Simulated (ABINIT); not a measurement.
# A GW chain in ABINIT: MgO (Fm-3m)

How does a plane-wave GW calculation on MgO (Fm-3m) run from the first input to the gap?

Main program and level: ABINIT 10.8.3; LDA and many-body steps on it, plane waves.

**Experimental background.**

- Gap 7.83 eV: literature experimental gap; bulk crystal (quoted in “Electronic structure of alkaline earth and post-transition metal oxides”, 2009, arxiv:0908.1581).

## 1. Set-up

The structure is cubic, space group Fm-3m (No. 225). Conventional cell: a = 4.194 Å, b = 4.194 Å, c = 4.194 Å, α = 90.00°, β = 90.00°, γ = 90.00°. Nearest to Mg lie 6 O at 2.10 Å. Nearest to O lie 6 Mg at 2.10 Å. Farther neighbours and most contacts between anions are not listed.

The cell and positions are those that the Materials Project relaxed with its own functionals (PBE, PBE+U or r2SCAN), kept fixed.

## 2. Ground state

This step: ABINIT 10.8.3; DFT, LDA, plane waves, norm-conserving pseudopotentials.

The ground-state density comes first.

Input file run.abi:

```
acell 3*1.0 Angstrom
rprim 
  -0.000000000000 2.097001392700 2.097001392700
  2.097001392700 -0.000000000000 2.097001392700
  2.097001392700 2.097001392700 -0.000000000000
ntypat 2
znucl 12 8
natom 2
typat 1 2
xred 
  0.000000000000 0.000000000000 0.000000000000
  0.500000000000 0.500000000000 0.500000000000
pp_dirpath "pseudos"
pseudos "Mg.upf, O.upf"
ecut 38
ngkpt 8 8 8
nshiftk 1
shiftk 0 0 0
kptopt 1
chksymbreak 0
nband 13
occopt 1
tolvrs 1e-10
nstep 60
prtwf 0
optforces 0
optstress 0
indata_prefix "in"
outdata_prefix "out"
tmpdata_prefix "tmp"
```

Command:

```sh
$ OMP_NUM_THREADS=1 mpirun -n 8 abinit run.abi > log
```

Numbers of over 12 decimals in the logs are rounded to 6 here.

The log of the run:

```text
.Version 10.8.3 of ABINIT. v10.8.2 released Aug 2026.

 Symmetries : space group Fm -3 m (#225); Bravais cF (face-center cubic)
================================================================================
 Values of the parameters that define the memory need of the present run
     intxc =       0    ionmov =       0      iscf =       7    lmnmax =       5
     lnmax =       5     mgfft =      32  mpssoang =       3    mqgrid =    3001
     natom =       2  nloc_mem =       1    nspden =       1   nspinor =       1
    nsppol =       1      nsym =      48    n1xccc =    2501    ntypat =       2
    occopt =       1   xclevel =       1
-    mband =          13        mffmem =           1         mkmem =           4
       mpw =        1410          nfft =       32768          nkpt =          29
================================================================================
  Rough estimation (10% accuracy) of disk space for files :
================================================================================

--------------------------------------------------------------------------------
------------- Echo of variables that govern the present computation ------------
--------------------------------------------------------------------------------
 -outvars: echo values of preprocessed input variables --------
            acell      1.8897261259E+00  1.8897261259E+00  1.8897261259E+00 Bohr

      chksymbreak           0
             ecut      3.80000000E+01 Hartree
-          fftalg         312

              ixc       -1012
              kpt      0.00000000E+00  0.00000000E+00  0.00000000E+00
                       1.25000000E-01  0.00000000E+00  0.00000000E+00
                       2.50000000E-01  0.00000000E+00  0.00000000E+00
                       3.75000000E-01  0.00000000E+00  0.00000000E+00
                       5.00000000E-01  0.00000000E+00  0.00000000E+00
                       1.25000000E-01  1.25000000E-01  0.00000000E+00
                       2.50000000E-01  1.25000000E-01  0.00000000E+00
                       3.75000000E-01  1.25000000E-01  0.00000000E+00
                       5.00000000E-01  1.25000000E-01  0.00000000E+00
   [... 18 further rows ...]
                      -3.75000000E-01  5.00000000E-01  1.25000000E-01
                      -2.50000000E-01  5.00000000E-01  2.50000000E-01
         kptrlatt        8    0    0      0    8    0      0    0    8
          kptrlen      4.48334925E+01
P           mkmem           4
            natom           2
            nband          13
            ngfft          32      32      32
             nkpt          29
            nstep          60
             nsym          48
           ntypat           2
              occ      2.000000  2.000000  2.000000  2.000000  2.000000  2.000000
                       2.000000  2.000000  0.000000  0.000000  0.000000  0.000000
                       0.000000
        optforces           0
        optstress           0
            prtwf           0
            rprim     -0.0000000000E+00  2.0970013927E+00  2.0970013927E+00
[...]
spgroup         225

           tolvrs      1.00000000E-10

             xred      0.0000000000E+00  0.0000000000E+00  0.0000000000E+00
[...]
znucl       12.00000    8.00000

================================================================================

 chkinp: Checking input parameters for consistency.

================================================================================
== DATASET  1 ==================================================================
-   mpi_nproc: 8, omp_nthreads: 1 (-1 if OMP is not activated)

--- !DatasetInfo
iteration_state: {dtset: 1, }
dimensions: {natom: 2, nkpt: 29, mband: 13, nsppol: 1, nspinor: 1, nspden: 1, mpw: 1410, }
cutoff_energies: {ecut:  38.0, pawecutdg:  -1.0, }
electrons: {nelect:   1.60000000E+01, charge:   0.00000000E+00, occopt:   1.00000000E+00, tsmear:   1.00000000E-02, }

 Real(R)+Recip(G) space primitive vectors, cartesian coordinates (Bohr,Bohr^-1):
 R(1)=  0.0000000  3.9627583  3.9627583  G(1)= -0.1261747  0.1261747  0.1261747
 R(2)=  3.9627583  0.0000000  3.9627583  G(2)=  0.1261747 -0.1261747  0.1261747
 R(3)=  3.9627583  3.9627583  0.0000000  G(3)=  0.1261747  0.1261747 -0.1261747
 Unit cell volume ucvol=  1.2445798E+02 bohr^3
 Angles (23,13,12)=  6.00000000E+01  6.00000000E+01  6.00000000E+01 degrees

 getcut: wavevector=  0.0000  0.0000  0.0000  ngfft=  32  32  32
         ecut(hartree)=     38.000   => boxcut(ratio)=   2.05769

--- Pseudopotential description ------------------------------------------------
- Mg Generated using ONCVPSP code by D. R. Hamann
- 12.00000  10.00000  180309                  znucl, zion, pspdat
12 -1012 1 -1 1510                            pspcod,pspxc,lmax,lloc,mmax
     nproj     2     2     0
  pspatm : epsatm=    9.23542517
         --- l  ekb(1:nproj) -->
[...]
pspatm: atomic psp has been read  and splines computed

- O Generated using ONCVPSP code by D. R. Hamann
-  8.00000   6.00000  201201                  znucl, zion, pspdat
12 -1012 2 -1 926                             pspcod,pspxc,lmax,lloc,mmax
     nproj     2     2     1
  pspatm : epsatm=    6.27558587
         --- l  ekb(1:nproj) -->
[...]
1   -4.798959   -1.172522
             2   -1.033686
 pspatm: atomic psp has been read  and splines computed

   2.48176177E+02                                ecore*ucvol(ha*bohr**3)
--------------------------------------------------------------------------------

_setup2: Arith. and geom. avg. npw (full set) are    1393.920    1393.901

================================================================================

--- !BeginCycle
iteration_state: {dtset: 1, }
solver: {iscf: 7, nstep: 60, nline: 4, wfoptalg: 0, }
tolerances: {tolvrs: 1.00E-10, }

     iter   Etot(hartree)      deltaE(h)  residm     vres2
 ETOT  1  -75.802447827591    -7.580E+01 9.504E-02 3.722E+02
 ETOT  2  -75.806055813406    -3.608E-03 1.625E-03 3.601E+02
 ETOT  3  -75.915994222252    -1.099E-01 3.960E-03 4.159E+00
 ETOT  4  -75.917149836557    -1.156E-03 5.912E-04 1.305E-02
 ETOT  5  -75.917154662977    -4.826E-06 2.809E-04 5.834E-04
 ETOT  6  -75.917154803133    -1.402E-07 1.881E-04 2.555E-06
 ETOT  7  -75.917154803899    -7.658E-10 9.132E-05 8.662E-08
 ETOT  8  -75.917154803931    -3.243E-11 6.820E-05 1.646E-10
 ETOT  9  -75.917154803933    -1.606E-12 3.166E-05 6.657E-12

 At SCF step    9       vres2   =  6.66E-12 < tolvrs=  1.00E-10 =>converged.

--- !ResultsGS
iteration_state: {dtset: 1, }
comment   : Summary of ground state results
lattice_vectors:
- [ -0.0000000,   3.9627583,   3.9627583, ]
- [  3.9627583,  -0.0000000,   3.9627583, ]
- [  3.9627583,   3.9627583,  -0.0000000, ]
lattice_lengths: [   5.60419,    5.60419,    5.60419, ]
lattice_angles: [ 60.000,  60.000,  60.000, ] # degrees, (23, 13, 12)
lattice_volume:   1.2445798E+02
convergence: {deltae: -1.606E-12, res2:  6.657E-12, residm:  3.166E-05, diffor:  0.000E+00, }
etotal    :  -7.59171548E+01
entropy   :   0.00000000E+00
fermie    :   1.63852445E-01
cartesian_stress_tensor: null
pressure_GPa: null
xred      :
- [  0.0000E+00,   0.0000E+00,   0.0000E+00, Mg]
- [  5.0000E-01,   5.0000E-01,   5.0000E-01,  O]
cartesian_forces: null
force_length_stats: {min: null, max: null, mean: null, }

 Integrated electronic density in atomic spheres:
 ------------------------------------------------
 Atom  Sphere_radius  Integrated_density
    1        2.00000          8.41926925
    2        2.00000          6.28454836
================================================================================

 ----iterations are completed or convergence reached----

 Mean square residual over all n,k,spin=   88.983E-09; max=  31.658E-06
 reduced coordinates (array xred) for    2 atoms
       0.000000000000      0.000000000000      0.000000000000
       0.500000000000      0.500000000000      0.500000000000
 rms dE/dt=  0.0000E+00; max dE/dt=  0.0000E+00; dE/dt below (all hartree)
    1       0.000000000000      0.000000000000      0.000000000000
    2       0.000000000000      0.000000000000      0.000000000000

 cartesian coordinates (angstrom) at end:
    1      0.000000     0.000000     0.000000
    2      2.097001     2.097001     2.097001
 length scales=  1.889726125908  1.889726125908  1.889726125908 bohr
              =  1.000000000000  1.000000000000  1.000000000000 angstroms
 prteigrs : about to open file out_EIG
 Fermi (or HOMO) energy (hartree) =   0.16385   Average Vxc (hartree)=  -0.44207
 Eigenvalues (hartree) for nkpt=  29  k points:
 kpt#   1, nband= 13, wtk=  0.00195, kpt=  0.0000  0.0000  0.0000 (reduced coord)
  -2.46309   -1.26530   -1.26530   -1.26530   -0.46098    0.16385    0.16385    0.16385
   0.34087    0.74328    0.74328    0.74328    0.88704
 prteigrs : prtvol=0 or 1, do not print more k-points.

--- !EnergyTerms
iteration_state     : {dtset: 1, }
comment             : Components of total free energy in Hartree
kinetic             :  4.51583215729785E+01
hartree             :  2.05078994010265E+01
xc                  : -1.19455531474932E+01
Ewald energy        : -4.75873828125848E+01
psp_core            :  1.99405592925979E+00
local_psp           : -6.31170009959723E+01
non_local_psp       : -2.09274947511475E+01
total_energy        : -7.59171548039331E+01
total_energy_eV     : -2.06581102206575E+03
band_energy         : -1.28103465804355E+01

== END DATASET(S) ==============================================================
================================================================================

 -outvars: echo values of variables after computation  --------
           etotal     -7.5917154804E+01
            nband          13
             nkpt          29
          spgroup         225
 [... the other variables as echoed above ...]

 Calculation completed.
```

Wall time 3.4 s (8 MPI ranks of Arm Neoverse V1, shared host); peak memory 0.49 GiB; 26 s of CPU time.

Numbers from this step:

| Property | Result |
| --- | --- |
| total energy | -2065.8110 eV |
| gap | 4.817 eV |
| k of the valence top | 0, 0, 0 |
| k of the conduction bottom | 0, 0, 0 |
| least direct gap | 4.817 eV |

The gap is direct, at Γ.

(Continued in part 2 of 3.)

[Paths, hosts, dates, memory and timing lines, banners, echoed tables and standing remarks are left out of the program output.]

[Logs are printed without paths, hosts, clocks, repeated set-up lines and the standing remarks that a program may print on its own settings, such as how far it seeks lower states.]

[Runs of the session that timed out or met a known fault of the program may be left out.]

[Hosts, paths, dates, database ids (printed as entryN), source tags and the programs' standing remarks are cut or masked in the printed files.]

[G0W0 gaps are taken among the corrected bands and points alone; a level outside them can change the order at an edge.]

[Where Ansatz stands beside ABINIT at settings called matched, ABINIT's density can come from a denser mesh and the files from another edition; pairs whose starting gaps differed by over 0.03 eV were left out, so agreement reads better than it is.]
